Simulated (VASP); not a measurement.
# Al (P6_3/mmc) in VASP: notebook, part 2 of 2

VASP 6.6.1. The steps go on from the part before.

**4. Single point, LDA**

This run uses another cell than the first one, of 17.84 Å³/atom, 1.120 times its volume.

INCAR reads:

```
SYSTEM = Al
ALGO = Fast
EDIFF = 1E-6
ENCUT = 520
GGA = CA
ISIF = 2
ISMEAR = -1
LASPH = .True.
LCHARG = .False.
LREAL = .False.
LWAVE = .False.
NBANDS = 10
NELM = 60
PREC = Accurate
SIGMA = 0.1
```

KPOINTS reads:

```
k-points
0
Gamma
  14 14 8
  0 0 0
```

POSCAR reads:

```
Al
1.0
    2.9451650130      0.0000000000      0.0000000000
   -1.4725825065      2.5505877196      0.0000000000
    0.0000000000      0.0000000000      4.7494221888
Al
2
Direct
    0.3333333333      0.6666666667      0.2500000000
    0.6666666667      0.3333333333      0.7500000000
```

Potentials or basis: VASP PAW LDA potentials, release 64 (Al).

Command:

```console
$ cat potpaw_LDA.64/Al/POTCAR > POTCAR
$ mpirun -np 1 vasp_std > vasp.out
```

OUTCAR:

```text
SYSTEM = Al
   EDIFF = 1E-6
   ENCUT = 520
   GGA = CA
   ISIF = 2
   ISMEAR = -1
   LASPH = .True.
   LREAL = .False.
   NELM = 60
   PREC = Accurate

 ion  position               nearest neighbor table
   1  0.333  0.667  0.250-   2 2.92   2 2.92   2 2.92   2 2.92   2 2.92   2 2.92
   2  0.667  0.333  0.750-   1 2.92   1 2.92   1 2.92   1 2.92   1 2.92   1 2.92

  LATTYP: Found a hexagonal cell.
 ALAT       =     2.9451650130
 C/A-ratio  =     1.6126166676

  Lattice vectors:

 A1 = (   2.9451650130,   0.0000000000,   0.0000000000)
 A2 = (  -1.4725825065,   2.5505877196,   0.0000000000)
 A3 = (   0.0000000000,   0.0000000000,   4.7494221888)

Analysis of symmetry for initial positions (statically):
=====================================================================
 Subroutine PRICEL returns:
 Original cell was already a primitive cell.

 Routine SETGRP: Setting up the symmetry group for a
 hexagonal supercell.

 Subroutine GETGRP returns: Found 24 space group operations
 (whereof 12 operations were pure point group operations)
 out of a pool of 24 trial point group operations.

The static configuration has the point symmetry D_3d.
 The point group associated with its full space group is D_6h.

Analysis of symmetry for dynamics (positions and initial velocities):
=====================================================================
 Subroutine PRICEL returns:
 Original cell was already a primitive cell.

 Routine SETGRP: Setting up the symmetry group for a
 hexagonal supercell.

 Subroutine GETGRP returns: Found 24 space group operations
 (whereof 12 operations were pure point group operations)
 out of a pool of 24 trial point group operations.

The dynamic configuration has the point symmetry D_3d.
 The point group associated with its full space group is D_6h.

 Subroutine INISYM returns: Found 24 space group operations
 (whereof 12 operations are pure point group operations),
 and found     1 'primitive' translations

----------------------------------------------------------------------------------------

                                     Primitive cell

  volume of cell :      35.6772

  direct lattice vectors                    reciprocal lattice vectors
     2.945165013  0.000000000  0.000000000     0.339539549  0.196033250  0.000000000
    -1.472582506  2.550587720  0.000000000     0.000000000  0.392066500  0.000000000
     0.000000000  0.000000000  4.749422189     0.000000000  0.000000000  0.210551928

  length of vectors
     2.945165013  2.945165013  4.749422189     0.392066500  0.392066500  0.210551928

  position of ions in fractional coordinates (direct lattice)
     0.333333333  0.666666667  0.250000000
     0.666666667  0.333333333  0.750000000

  ion indices of the primitive-cell ions
   primitive index   ion index
                 1           1
                 2           2

----------------------------------------------------------------------------------------

 KPOINTS: k-points

Automatic generation of k-mesh.
 Grid dimensions read from file:
[... 24 lines left out ...]
  0.142857  0.000000  0.000000      6.000000
  0.214286  0.000000  0.000000      6.000000
  0.285714  0.000000  0.000000      6.000000
  0.357143  0.000000  0.000000      6.000000
[... 16 lines left out ...]
  0.285714  0.285714  0.000000      6.000000
  0.357143  0.285714  0.000000      6.000000
 [... further k-points ...]
   k-points           NKPTS =    120   k-points in BZ     NKDIM =    120   number of bands    NBANDS=     10
   number of dos      NEDOS =    301   number of ions     NIONS =      2
   total plane-waves  NPLWV =  20736
   dimension x,y,z NGX =    24 NGY =   24 NGZ =   36
   dimension x,y,z NGXF=    48 NGYF=   48 NGZF=   72
   ions per type =               2
   NGX,Y,Z   is equivalent  to a cutoff of  13.55, 13.55, 12.60 a.u.
   NGXF,Y,Z  is equivalent  to a cutoff of  27.09, 27.09, 25.20 a.u.
 SYSTEM =  Al
   PREC   = accura    normal or accurate (medium, high low for compatibility)
   ISTART =      0    job   : 0-new  1-cont  2-samecut
   ICHARG =      2    charge: 1-file 2-atom 10-const
   ISPIN  =      1    spin polarized calculation?
   LNONCOLLINEAR =      F non collinear calculations
   LSORBIT =      F    spin-orbit coupling
   LASPH  =      T    aspherical Exc in radial PAW
   ENCUT  =  520.0 eV  38.22 Ry    6.18 a.u.   5.48  5.48  8.83*2*pi/ulx,y,z
   NELM   =     60;   NELMIN=  2; NELMDL= -5     # of ELM steps
   EDIFF  = 0.1E-05   stopping-criterion for ELM
   LREAL  =      F    real-space projection
   EDIFFG = 0.1E-04   stopping-criterion for IOM
   NSW    =      0    number of steps for IOM
   IBRION =     -1    ionic relax: 0-MD 1-quasi-New 2-CG
   NFREE  =      0    steps in history (QN), initial steepest desc. (CG)
   ISIF   =      2    stress and relaxation
   ISYM   =      2    0-nonsym 1-usesym 2-fastsym
   POTIM  = 0.5000    time-step for ionic-motion
   TEBEG  =    0.0;   TEEND  =   0.0 temperature during run
   PSTRESS=    0.0 pullay stress
   NELECT =       6.0000    total number of electrons
   NUPDOWN=      -1.0000    fix difference up-down
   EMIN   =  10.00;   EMAX   =-10.00  energy-range for DOS
   EFERMI =   0.00;   METHOD = LEGACY
   ISMEAR =    -1;   SIGMA  =   0.10  broadening in eV -4-tet -1-fermi 0-gaus
   EFERMI_NEDOS =   21; number of points for ismear=-14 and -15
   IALGO  =     68    algorithm
   IMIX   =      4    mixing-type and parameters
     AMIX     =   0.40;   BMIX     =  1.00
     AMIX_MAG =   1.60;   BMIX_MAG =  1.00
  volume/ion in A,a.u.               =      17.84       120.38
  Fermi-wavevector in a.u.,A,eV,Ry     =   0.903639  1.707630 11.110023  0.816564
  Thomas-Fermi vector in A             =   2.026989
   LORBIT       =      0    0 simple, 1 ext, 2 COOP (PROOUT), +10 PAW based schemes
   GGA     = CA    functional components
   LHFCALC =     F    Hartree Fock is set to
   AEXX    =    0.0000 exact exchange contribution
   IVDW    =     0    specifies the selected vdW correction
   LEPSILON=     F    determine dielectric tensor
   LRPA    =     F    only Hartree local field effects (RPA)
 non-spin polarized calculation
 RMM-DIIS sequential band-by-band and
  energy-cutoff  :      520.00
  volume of cell :       35.68
 maximum number of plane-waves:       989
 NGX is ok and might be reduce to    24
   NGX = 11   NGY = 11   NGZ = 17

 number of electron       6.0000000 magnetization

 Free energy of the ion-electron system (eV)
  ---------------------------------------------------
  ext. energy  EPLUGINS =         0.00000000
  ---------------------------------------------------
  free energy    TOTEN  =        -8.23004982 eV

  energy without entropy =       -8.19780241  energy(sigma->0) =       -8.21392612

 E-fermi :   6.9949     XC(G=0): -10.0596

 val. band max:        6.9759557576   @ k =   0.3571   0.1429   0.0000
 cond. band min:       6.9951575523   @ k =   0.2143   0.2143   0.1250
 fundamental gap:      0.0192017947
 Fermi energy:         6.9948799102

 k-point     1 :       0.0000    0.0000    0.0000
  band No.  band energies     occupation
      1      -3.5707      2.00000
      2       2.8293      2.00000
      3       2.8560      2.00000
      4      16.6137      0.00000
      5      16.6137      0.00000
      6      17.3438      0.00000
      7      17.3438      0.00000
      8      18.8402      0.00000
      9      19.9942      0.00000
     10      20.4111      0.00000
[... 287 lines left out ...]
 k-point    24 :       0.3571    0.2857    0.0000
  band No.  band energies     occupation
      1       3.1706      2.00000
      2       3.4608      2.00000
      3       4.9025      2.00000
      4       8.9066      0.00000
      5       9.2763      0.00000
      6       9.5827      0.00000
      7      10.0991      0.00000
      8      11.3425      0.00000
      9      11.5814      0.00000
     10      22.5009      0.00000

 [... further k-points ...]

------------------------ aborting loop because EDIFF is reached ----------------------------------------

  FORCE on cell =-STRESS in cart. coord.  units (eV):
  Direction    XX          YY          ZZ          XY          YZ          ZX
  --------------------------------------------------------------------------------------
  -------------------------------------------------------------------------------------
  Total       -1.6491567     -1.6491567     -1.3783665      0.0000000      0.0000000      0.0000000
  in kB      -74.0596807    -74.0596807    -61.8991397      0.0000000      0.0000000      0.0000000
  external PRESSURE =     -70.0061671 kB  Pullay stress =       0.0000000 kB

 VOLUME and BASIS-vectors are now :
 -----------------------------------------------------------------------------
  energy-cutoff  :      520.00
  volume of cell :       35.68
      direct lattice vectors                 reciprocal lattice vectors
     2.945165013  0.000000000  0.000000000     0.339539549  0.196033250  0.000000000
    -1.472582506  2.550587720  0.000000000     0.000000000  0.392066500  0.000000000
     0.000000000  0.000000000  4.749422189     0.000000000  0.000000000  0.210551928

 POSITION                                       TOTAL-FORCE (eV/Angst)
 -----------------------------------------------------------------------------------
     -0.00000      1.70039      1.18736        -0.000000      0.000000      0.000000
      1.47258      0.85020      3.56207         0.000000     -0.000000      0.000000
 -----------------------------------------------------------------------------------
    total drift:                               -0.000000      0.000000     -0.000000

  FREE ENERGIE OF THE ION-ELECTRON SYSTEM (eV)
  ---------------------------------------------------
  free  energy   TOTEN  =        -8.2300498222 eV

  energy  without entropy=       -8.1978024084  energy(sigma->0) =       -8.21392612
```

OSZICAR:

```text
N       E                     dE             d eps       ncg     rms          rms(c)
DAV:   1    -0.100655045098E+01   -0.10066E+01   -0.22750E+03  2400   0.468E+02
DAV:   2    -0.813799811660E+01   -0.71314E+01   -0.67771E+01  3196   0.527E+01
DAV:   3    -0.828751340554E+01   -0.14952E+00   -0.14791E+00  3214   0.614E+00
DAV:   4    -0.828806073157E+01   -0.54733E-03   -0.54727E-03  2888   0.423E-01
DAV:   5    -0.828806360931E+01   -0.28777E-05   -0.28777E-05  2932   0.313E-02    0.170E+00
RMM:   6    -0.825247157763E+01    0.35592E-01   -0.50670E-03  2423   0.352E-01    0.976E-01
RMM:   7    -0.823010402820E+01    0.22368E-01   -0.12444E-02  2499   0.546E-01    0.149E-01
RMM:   8    -0.823004217725E+01    0.61851E-04   -0.47317E-04  2659   0.134E-01    0.351E-02
RMM:   9    -0.823004976790E+01   -0.75906E-05   -0.67478E-05  2788   0.612E-02    0.170E-02
RMM:  10    -0.823004982217E+01   -0.54270E-07   -0.86803E-06  2819   0.189E-02
   1 F= -.82300498E+01 E0= -.82139261E+01  d E =-.322474E-01
```

stdout:

```text
POSCAR found type information on POSCAR Al
 POSCAR found :  1 types and       2 ions
 scaLAPACK will be used
 LDA part: xc-table for (Slater(with rela. corr.)+CA(PZ))
 , standard interpolation
 POSCAR, INCAR and KPOINTS ok, starting setup
 FFT: planning ... GRIDC
 FFT: planning ... GRID_SOFT
 FFT: planning ... GRID
 WAVECAR not read
 entering main loop
```

Run time: 11 s. Hardware: 1 thread of Intel Xeon Platinum 8559C (Emerald Rapids), shared host; peak memory 0.15 GiB.

What came out:

| Quantity | Value |
| --- | --- |
| Free energy | -8.2300 eV |
| Pressure | -7.0 GPa |
| Band gap on the k mesh | none (metal or under the smearing width) |

**5. The runs side by side**

```tsv
cell	k mesh	gap on the mesh (eV)	pressure (GPa)
P6_3/mmc, 15.93 Å³/atom	21 × 21 × 11	none	0.2
P6_3/mmc, 15.93 Å³/atom	14 × 14 × 8	none	0.1
P6_3/mmc, 17.84 Å³/atom	14 × 14 × 8	none	-7.0
```

Alike in all rows: task single point; level LDA; potentials or basis VASP PAW LDA potentials, release 64 (Al); no spin polarisation; cutoff (eV) 520; smearing fermi-dirac 0.1 eV.

Every run on the cell as given and a fine mesh finds a metal.

Absolute energies hang on the potentials; compare differences alone.
